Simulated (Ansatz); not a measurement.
TiO2:

```xyz
12
Lattice="1.4741 -4.7965 0.0000 1.4741 4.7965 0.0000 0.0000 0.0000 10.2352" Properties=species:S:1:pos:R:3 pbc="T T T"
Ti    1.4741   -3.5198    5.9686
Ti    1.4741    3.5198    4.2666
Ti    1.4741   -3.5198    9.3842
Ti    1.4741    3.5198    0.8510
O     1.4741    0.0000    5.1176
O     1.4741    0.0000    0.0000
O     1.4741   -4.1656    7.6764
O     1.4741    4.1656    2.5588
O     1.4741   -2.4405    1.0529
O     1.4741    2.4405    9.1824
O     1.4741    2.4405    6.1705
O     1.4741   -2.4405    4.0648
```

Measurements of this composition are mostly on another form, of space group No. 141.

Base run:

- Program: Ansatz 0.2.0
- Functional: r2SCAN
- Potentials or basis: Ansatz PAW
- Cutoff: 500 eV (not typed: the program's choice for these potentials)
- k mesh: 9 × 9 × 3
- Occupations: fermi-dirac, width 0.05 eV
- Spin: no spin polarisation

Its results: band gap on the k mesh 2.92 eV, indirect (least direct gap 3.01 eV); pressure -5.9 GPa; largest force 0.398 eV/Å.

Question: The run is repeated on the same cell with these changes: functional from r2SCAN to PBE; cutoff from 500 eV (not typed: the program's choice for these potentials) to 420 eV (not typed: the program's choice for these potentials); k mesh from 9 × 9 × 3 to 7 × 7 × 2. What comes out?

Answer: Band gap on the k mesh 2.59 eV, indirect (least direct gap 2.70 eV); pressure -1.4 GPa; largest force 0.184 eV/Å.

Several settings changed at once, so the effect can't be laid on one alone.

Caveats: the PAW data sets come from PBE, with cores solved anew for the run's functional, which leaves a small shift of forces and pressure (some runs); odd divisions of the mesh miss points on the zone boundary, where band edges often lie, so the gap on the mesh can be too wide (some runs).
